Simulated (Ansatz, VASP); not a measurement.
# B: VASP beside Ansatz

```
B
1.0
     1.87064    0.00000    0.00000
     0.00000    1.87064    0.00000
     0.00000    0.00000    1.87064
B
1
Direct
  0.00000 0.00000 0.00000
```

Alike in both runs: functional PBE; k mesh 20 × 20 × 20; occupations fermi-dirac, width 0.08 eV; no spin polarisation.

Ansatz relaxed the structure, and its values are those at the end. VASP's run is a single point on that final structure, the one shown.

|  | VASP | Ansatz |
| --- | --- | --- |
| version | VASP 6.6.1 | Ansatz 0.2.0 |
| potentials or method | VASP PAW PBE potentials, release 64 (B), cutoff 520 eV | all-electron LAPW, scalar-relativistic |

|  | VASP | Ansatz | Ansatz less VASP |
| --- | --- | --- | --- |
| pressure (GPa) | 5.9 | 5.9 | -0.04 |

Ansatz ran all-electron here, so the differences hold the error of VASP's frozen core and of both bases.
